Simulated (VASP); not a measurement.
# CdSe (Cadmoselite) (P6_3mc) in VASP: notebook

CdSe (Cadmoselite) is run at these levels: PBEsol; tasks: single point, relaxation of cell and atoms.

Everything below comes from runs of VASP 6.6.1. Logs are shortened: lines on timing, memory, paths and dates and some standing lists are left out, and cuts for length are marked.

**The experiment to reproduce.**

From a printed reference work, data compilation, for a bulk crystal of CdSe at 2 K: band gap 1.841 eV.

The results are compared with them further down.

### Step 1. The cell of the first run

The structure is hexagonal, space group P6_3mc (No. 186). The conventional cell has a = 4.302 Å, b = 4.302 Å, c = 7.020 Å, α = 90.00°, β = 90.00°, γ = 120.00°. Within 3.5 Å of Cd (site symmetry 3m) lie 4 Se at 2.63 to 2.64 Å. Se (site symmetry 3m) has 4 Cd at 2.63 to 2.64 Å within 3.5 Å.

### Step 2. Single point, PBEsol

INCAR

```
SYSTEM = CdSe
ALGO     = Normal         ! electronic algorithm
EDIFF    = 1E-7           ! SCF threshold, eV
ENCUT    = 520            ! plane-wave cutoff, eV
GGA      = PS             ! functional
ISIF     = 2              ! what is computed and relaxed
ISMEAR   = 0              ! smearing method
LASPH    = .TRUE.         ! aspherical terms in the spheres
LCHARG   = .FALSE.        ! write CHGCAR
LREAL    = .FALSE.        ! projectors in reciprocal space
LWAVE    = .FALSE.        ! write WAVECAR
NBANDS   = 26             ! bands
NELM     = 100            ! most SCF steps
PREC     = Accurate       ! precision mode
SIGMA    = 0.01           ! smearing width, eV
```

KPOINTS

```
k-points
0
G
  6 6 4
  0 0 0
```

POSCAR

```
CdSe
1.0
    4.3019843118      0.0000000000      0.0000000000
   -2.1509921559      3.7256277007      0.0000000000
    0.0000000000      0.0000000000      7.0196462154
Cd Se
2 2
Direct
    0.3333333333      0.6666666667      0.0046523038
    0.6666666667      0.3333333333      0.5046523038
    0.3333333333      0.6666666667      0.3803476962
    0.6666666667      0.3333333333      0.8803476962
```

Potentials or basis: VASP PAW PBE potentials, release 64 (Cd, Se).

The run is started by

```
> cat potpaw_PBE.64/Cd/POTCAR potpaw_PBE.64/Se/POTCAR > POTCAR
> mpirun -np 1 vasp_std > vasp.out
```

OUTCAR:

```text
SYSTEM = CdSe
   EDIFF = 1E-7
   ENCUT = 520
   GGA = PS
   ISIF = 2
   ISMEAR = 0
   LASPH = .TRUE.
   LREAL = .FALSE.
   NELM = 100
   PREC = Accurate

 ion  position               nearest neighbor table
   1  0.333  0.667  0.005-   4 2.63   4 2.63   4 2.63   3 2.64
   2  0.667  0.333  0.505-   3 2.63   3 2.63   3 2.63   4 2.64
   3  0.333  0.667  0.380-   2 2.63   2 2.63   2 2.63   1 2.64
   4  0.667  0.333  0.880-   1 2.63   1 2.63   1 2.63   2 2.64

  LATTYP: Found a hexagonal cell.
 ALAT       =     4.3019843118
 C/A-ratio  =     1.6317228764

  Lattice vectors:

 A1 = (   4.3019843118,   0.0000000000,   0.0000000000)
 A2 = (  -2.1509921559,   3.7256277007,   0.0000000000)
 A3 = (   0.0000000000,   0.0000000000,   7.0196462154)

Analysis of symmetry for initial positions (statically):
=====================================================================
 Subroutine PRICEL returns:
 Original cell was already a primitive cell.

 Routine SETGRP: Setting up the symmetry group for a
 hexagonal supercell.

 Subroutine GETGRP returns: Found 12 space group operations
 (whereof  6 operations were pure point group operations)
 out of a pool of 24 trial point group operations.

The static configuration has the point symmetry C_3v.
 The point group associated with its full space group is C_6v.

Analysis of symmetry for dynamics (positions and initial velocities):
=====================================================================
 Subroutine PRICEL returns:
 Original cell was already a primitive cell.

 Routine SETGRP: Setting up the symmetry group for a
 hexagonal supercell.

 Subroutine GETGRP returns: Found 12 space group operations
 (whereof  6 operations were pure point group operations)
 out of a pool of 24 trial point group operations.

The dynamic configuration has the point symmetry C_3v.
 The point group associated with its full space group is C_6v.

 Subroutine INISYM returns: Found 12 space group operations
 (whereof  6 operations are pure point group operations),
 and found     1 'primitive' translations

----------------------------------------------------------------------------------------

                                     Primitive cell

  volume of cell :     112.5080

  direct lattice vectors                    reciprocal lattice vectors
     4.301984312  0.000000000  0.000000000     0.232450871  0.134205573  0.000000000
    -2.150992156  3.725627701  0.000000000     0.000000000  0.268411146  0.000000000
     0.000000000  0.000000000  7.019646215     0.000000000  0.000000000  0.142457322

  length of vectors
     4.301984312  4.301984312  7.019646215     0.268411146  0.268411146  0.142457322

  position of ions in fractional coordinates (direct lattice)
     0.333333333  0.666666667  0.004652304
     0.666666667  0.333333333  0.504652304
     0.333333333  0.666666667  0.380347696
     0.666666667  0.333333333  0.880347696

  ion indices of the primitive-cell ions
   primitive index   ion index
                 1           1
                 2           2
                 3           3
                 4           4

----------------------------------------------------------------------------------------

 KPOINTS: k-points

Automatic generation of k-mesh.
 Grid dimensions read from file:
 generate k-points for:    6    6    4

 Generating k-lattice:

  Cartesian coordinates                     Fractional coordinates (reciprocal lattice)
     0.038741812  0.022367595  0.000000000     0.166666667  0.000000000  0.000000000
     0.000000000  0.044735191  0.000000000     0.000000000  0.166666667  0.000000000
     0.000000000  0.000000000  0.035614330     0.000000000  0.000000000  0.250000000

  Length of vectors
     0.044735191  0.044735191  0.035614330

  Shift w.r.t. Gamma in fractional coordinates (k-lattice)
     0.000000000  0.000000000  0.000000000

 Subroutine IBZKPT returns following result:
 ===========================================

 Found     21 irreducible k-points:

 Following reciprocal coordinates:
            Coordinates               Weight
  0.000000  0.000000  0.000000      1.000000
  0.166667 -0.000000  0.000000      6.000000
  0.333333 -0.000000  0.000000      6.000000
  0.500000  0.000000  0.000000      3.000000
  0.166667  0.166667  0.000000      6.000000
  0.333333  0.166667  0.000000     12.000000
[... 13 lines left out ...]
  0.333333  0.166667  0.500000     12.000000
  0.333333  0.333333  0.500000      2.000000
   k-points           NKPTS =     21   k-points in BZ     NKDIM =     21   number of bands    NBANDS=     26
   number of dos      NEDOS =    301   number of ions     NIONS =      4
   total plane-waves  NPLWV =  55296
   dimension x,y,z NGX =    32 NGY =   32 NGZ =   54
   dimension x,y,z NGXF=    64 NGYF=   64 NGZF=  108
   ions per type =               2   2
   NGX,Y,Z   is equivalent  to a cutoff of  12.37, 12.37, 12.79 a.u.
   NGXF,Y,Z  is equivalent  to a cutoff of  24.73, 24.73, 25.58 a.u.
[... 63 lines left out ...]
 fundamental gap:      0.5394563462
 Fermi energy:         0.9292941833

 k-point     1 :       0.0000    0.0000    0.0000
  band No.  band energies     occupation
      1     -11.8120      2.00000
      2     -11.4263      2.00000
      3      -7.0904      2.00000
      4      -7.0829      2.00000
      5      -7.0829      2.00000
      6      -7.0142      2.00000
[... 18 lines left out ...]
     25       7.7685      0.00000
     26       8.4037      0.00000

 k-point     2 :       0.1667   -0.0000    0.0000
  band No.  band energies     occupation
      1     -11.7278      2.00000
      2     -11.3887      2.00000
      3      -7.0644      2.00000
      4      -7.0538      2.00000
      5      -7.0201      2.00000
      6      -6.9754      2.00000
[... 18 lines left out ...]
     25       7.9593      0.00000
     26       8.3982      0.00000

 k-point     3 :       0.3333   -0.0000    0.0000
  band No.  band energies     occupation
      1     -11.5440      2.00000
      2     -11.3252      2.00000
      3      -7.0199      2.00000
      4      -7.0082      2.00000
      5      -6.9045      2.00000
      6      -6.8907      2.00000
[... 18 lines left out ...]
     25       8.5433      0.00000
     26       8.9655      0.00000

 k-point     4 :       0.5000    0.0000    0.0000
  band No.  band energies     occupation
      1     -11.4334      2.00000
      2     -11.3104      2.00000
      3      -7.0053      2.00000
      4      -6.9933      2.00000
      5      -6.8522      2.00000
      6      -6.8366      2.00000
[... 18 lines left out ...]
     25       8.6471      0.00000
     26      10.3934      0.00000

 k-point     5 :       0.1667    0.1667    0.0000
  band No.  band energies     occupation
      1     -11.5930      2.00000
      2     -11.3388      2.00000
      3      -7.0260      2.00000
      4      -7.0192      2.00000
      5      -6.9267      2.00000
      6      -6.9245      2.00000
[... 18 lines left out ...]
     25       8.5653      0.00000
     26       8.7385      0.00000

 k-point     6 :       0.3333    0.1667    0.0000
  band No.  band energies     occupation
      1     -11.4351      2.00000
      2     -11.3105      2.00000
      3      -7.0158      2.00000
      4      -6.9717      2.00000
      5      -6.8682      2.00000
      6      -6.8570      2.00000
[... 340 lines left out ...]
 k-point    18 :       0.5000    0.0000    0.5000
  band No.  band energies     occupation
      1     -11.3648      2.00000
      2     -11.3648      2.00000
      3      -6.9761      2.00000
      4      -6.9761      2.00000
      5      -6.9197      2.00000
      6      -6.9197      2.00000
[... 18 lines left out ...]
     25       8.6771      0.00000
     26       8.6771      0.00000

 k-point    19 :       0.1667    0.1667    0.5000
  band No.  band energies     occupation
      1     -11.4608      2.00000
      2     -11.4608      2.00000
      3      -6.9842      2.00000
      4      -6.9842      2.00000
      5      -6.9625      2.00000
      6      -6.9625      2.00000
[... 18 lines left out ...]
     25       8.2425      0.00000
     26       8.2425      0.00000

 k-point    20 :       0.3333    0.1667    0.5000
  band No.  band energies     occupation
      1     -11.3656      2.00000
      2     -11.3656      2.00000
      3      -6.9592      2.00000
      4      -6.9592      2.00000
      5      -6.9261      2.00000
      6      -6.9261      2.00000
[... 18 lines left out ...]
     25       8.7084      0.00000
     26       8.7084      0.00000

 k-point    21 :       0.3333    0.3333    0.5000
  band No.  band energies     occupation
      1     -11.3347      2.00000
      2     -11.3347      2.00000
      3      -6.9364      2.00000
      4      -6.9364      2.00000
      5      -6.9254      2.00000
      6      -6.9254      2.00000
[... 18 lines left out ...]
     25       9.5697      0.00000
     26       9.5755      0.00000

------------------------ aborting loop because EDIFF is reached ----------------------------------------

  FORCE on cell =-STRESS in cart. coord.  units (eV):
  Direction    XX          YY          ZZ          XY          YZ          ZX
  --------------------------------------------------------------------------------------
  -------------------------------------------------------------------------------------
  Total        0.2503219      0.2503219      0.2454909      0.0000000      0.0000000      0.0000000
  in kB        3.5647240      3.5647240      3.4959282      0.0000000      0.0000000      0.0000000
  external PRESSURE =       3.5417921 kB  Pullay stress =       0.0000000 kB

 VOLUME and BASIS-vectors are now :
 -----------------------------------------------------------------------------
  energy-cutoff  :      520.00
  volume of cell :      112.51
      direct lattice vectors                 reciprocal lattice vectors
     4.301984312  0.000000000  0.000000000     0.232450871  0.134205573  0.000000000
    -2.150992156  3.725627701  0.000000000     0.000000000  0.268411146  0.000000000
     0.000000000  0.000000000  7.019646215     0.000000000  0.000000000  0.142457322

 POSITION                                       TOTAL-FORCE (eV/Angst)
 -----------------------------------------------------------------------------------
     -0.00000      2.48375      0.03266        -0.000000      0.000000      0.000311
      2.15099      1.24188      3.54248         0.000000     -0.000000      0.000311
     -0.00000      2.48375      2.66991        -0.000000      0.000000     -0.000311
      2.15099      1.24188      6.17973         0.000000     -0.000000     -0.000311
 -----------------------------------------------------------------------------------
    total drift:                               -0.000000     -0.000000      0.000156

  FREE ENERGIE OF THE ION-ELECTRON SYSTEM (eV)
  ---------------------------------------------------
  free  energy   TOTEN  =       -12.3466451847 eV

  energy  without entropy=      -12.3466451847  energy(sigma->0) =      -12.34664518
```

It took 50 s on 1 thread of Intel Xeon Platinum 8175M at 2.50GHz (Skylake/Cascade Lake), shared host; peak memory 0.24 GiB.

Results:

```
Free energy            : -12.3466 eV
Pressure               : 0.4 GPa
Band gap on the k mesh : 0.54 eV, direct
```

Caveat: the PAW data sets were made with another functional, which shifts forces and pressure a little.

### Step 3. Single point, PBEsol

INCAR

```
  ALGO = Normal
  EDIFF = 1E-6
  ENCUT = 520
  GGA = PS
  ISIF = 2
  ISMEAR = -1
  LASPH = True
  LCHARG = False
  LREAL = False
  LWAVE = False
  NBANDS = 26
  NELM = 60
  PREC = Accurate
  SIGMA = 0.08
```

KPOINTS

```
k-points
0
Gamma
  8 8 4
```

POSCAR

```
CdSe
1.0
    4.3010760450      0.0000000000      0.0000000000
   -2.1505380225      3.7248411186      0.0000000000
    0.0000000000      0.0000000000      7.0219795563
Cd Se
2 2
Direct
    0.3333333333      0.6666666667      0.0046938401
    0.6666666667      0.3333333333      0.5046938401
    0.3333333333      0.6666666667      0.3803061599
    0.6666666667      0.3333333333      0.8803061599
```

Potentials or basis: VASP PAW PBE potentials, release 64 (Cd, Se).

The run is started by

```
> cat potpaw_PBE.64/Cd/POTCAR potpaw_PBE.64/Se/POTCAR > POTCAR
> mpirun -np 1 vasp_std > vasp.out
```

Run time: 64 s. Hardware: 1 thread of Intel Xeon Platinum 8175M at 2.50GHz (Skylake/Cascade Lake), shared host; peak memory 0.26 GiB.

Results (log left out):

| Quantity | Value |
| --- | --- |
| Free energy | -12.3510 eV |
| Pressure | 0.4 GPa |
| Band gap on the k mesh | 0.54 eV, direct |

Levels at points of the mesh, in eV from the valence-band top:
| k point | band 16 | band 17 | band 18 | band 19 | band 20 | band 21 |
| --- | --- | --- | --- | --- | --- | --- |
| (0.00, 0.00, 0.00) | -0.05 | 0.00 | 0.00 | 0.54 | 2.10 | 5.78 |
| (0.50, 0.00, 0.00) | -1.89 | -1.37 | -0.77 | 3.12 | 3.23 | 4.66 |
| (0.00, 0.00, 0.50) | -0.41 | -0.41 | -0.41 | 2.28 | 2.28 | 5.74 |
| (0.50, 0.00, 0.50) | -1.39 | -1.37 | -1.37 | 2.82 | 2.82 | 4.75 |

Caveat: the PAW data sets were made with another functional, which shifts forces and pressure a little.

### Step 4. Relaxation of cell and atoms, PBEsol

INCAR

```
PREC = Accurate
ENCUT = 600
EDIFF = 1E-7
ISMEAR = 0
SIGMA = 0.01
LREAL = False
LASPH = True
NELM = 100
ALGO = Normal
ISIF = 3
LWAVE = False
LCHARG = False
GGA = PS
IBRION = 2
NSW = 100
EDIFFG = -0.05
```

KPOINTS

```
regular mesh
0
Gamma
  6 6 4
```

POSCAR

```
CdSe
1.0
    4.3000000000      0.0000000000      0.0000000000
   -2.1500000000      3.7239092363      0.0000000000
    0.0000000000      0.0000000000      7.0200000000
Cd Se
2 2
Direct
    0.3333333333      0.6666666667      0.0000000000
    0.6666666667      0.3333333333      0.5000000000
    0.3333333333      0.6666666667      0.3850000000
    0.6666666667      0.3333333333      0.8850000000
```

The run is started by

```
> cat potpaw_PBE.64/Cd/POTCAR potpaw_PBE.64/Se/POTCAR > POTCAR
> mpirun -np 1 vasp_std > vasp.out
```

Run time: 2.5 min. Hardware: 1 thread of Intel Xeon 6975P-C, shared host; peak memory 0.3 GiB.

Results (log left out):

| Property | Result |
| --- | --- |
| Free energy | -12.3448 eV |
| Relaxed volume | 28.27 Å³/atom |
| Relaxed cell | a = 4.331 Å, b = 4.331 Å, c = 6.963 Å, α = 90.00°, β = 90.00°, γ = 120.00° |
| Space group after relaxing (to 0.05 Å) | P6_3mc (No. 186) |
| Energy gained by relaxing | 4.4 meV/atom |
| Ionic steps | 4 |
| Pressure after relaxing | 0.0 GPa |
| Largest force after relaxing | 0.037 eV/Å |
| Band gap on the k mesh | 0.54 eV, direct |

Forces on the atoms (eV/Å):
```
Cd   0.000  0.000  0.037
Cd   0.000  0.000  0.037
Se   0.000  0.000 -0.037
Se   0.000  0.000 -0.037
```

Stress tensor (GPa, compression positive):
```
-0.09  0.00  0.00
 0.00 -0.09  0.00
 0.00  0.00  0.28
```

The path:
| step | energy change (eV) | largest force (eV/Å) | pressure (GPa) | volume (Å³) |
| --- | --- | --- | --- | --- |
| 1 | 0.0000 | 0.2754 | 0.46 | 112.41 |
| 2 | -0.0162 | 0.0628 | -0.25 | 113.72 |
| 3 | -0.0162 | 0.0670 | -0.23 | 113.69 |
| 4 | -0.0175 | 0.0372 | 0.04 | 113.10 |

Final structure:
```yaml
crystal:
  lattice:
    - [4.33061, 0.00000, 0.00000]
    - [-2.16531, 3.75042, 0.00000]
    - [0.00000, 0.00000, 6.96343]
  atoms:
    - { symbol: Cd, position: [0.33333, 0.66667, 0.00244] }
    - { symbol: Cd, position: [0.66667, 0.33333, 0.50244] }
    - { symbol: Se, position: [0.33333, 0.66667, 0.38256] }
    - { symbol: Se, position: [0.66667, 0.33333, 0.88256] }
```

Levels at points of the mesh, in eV from the valence-band top:
```
           k point  band 15  band 16  band 17  band 18  band 19  band 20  band 21  band 22
(0.00, 0.00, 0.00)    -0.79    -0.01    -0.01     0.00     0.54     1.98     5.73     5.73
(0.50, 0.00, 0.00)    -2.65    -1.90    -1.31    -0.78     3.14     3.16     4.74     6.14
(0.00, 0.00, 0.50)    -0.42    -0.42    -0.42    -0.42     2.23     2.23     5.77     5.77
(0.50, 0.00, 0.50)    -1.38    -1.38    -1.31    -1.31     2.87     2.87     4.74     4.74
```

Caveat: the PAW data sets were made with another functional, which shifts forces and pressure a little; the relaxation stopped at a loose force limit of 0.05 eV/Å, so its end isn't a converged minimum.

### Step 5. Overview

```csv
task,cell,k mesh,cutoff (eV),smearing,gap on the mesh (eV),pressure (GPa)
single point,"a = 4.302, b = 4.302, c = 7.020 Å, angles 90.0, 90.0, 120.0°, 4 atoms",6 × 6 × 4,520,gaussian 0.01 eV,0.54,0.4
single point,"a = 4.301, b = 4.301, c = 7.022 Å, angles 90.0, 90.0, 120.0°, 4 atoms",8 × 8 × 4,520,fermi-dirac 0.08 eV,0.54,0.4
relaxation of cell and atoms,"relaxed from a = 4.300, b = 4.300, c = 7.020 Å, angles 90.0, 90.0, 120.0°, 4 atoms",6 × 6 × 4,600,gaussian 0.01 eV,0.54,0.0
```

Alike in all rows: level PBEsol; potentials or basis VASP PAW PBE potentials, release 64 (Cd, Se); no spin polarisation.

Caveats: the PAW data sets were made with another functional, which shifts forces and pressure a little; the relaxation stopped at a loose force limit of 0.05 eV/Å, so its end isn't a converged minimum (some runs).

Total energies depend on the potentials used, so only differences within one code and one set of settings carry meaning.

### Step 6. How close it comes

Step 2. Measured gap of CdSe: 1.841 eV (2 K; a printed reference work, data compilation). This calculation gives 0.54 eV (-1.30 eV). So large a miss can be the level of theory's own, or it may mean another phase, state or a wrong row. Spin-orbit coupling on Cd, Se is left out. The value is that of PBEsol, without temperature or zero-point motion. Semilocal functionals fall short of measured gaps as a rule.
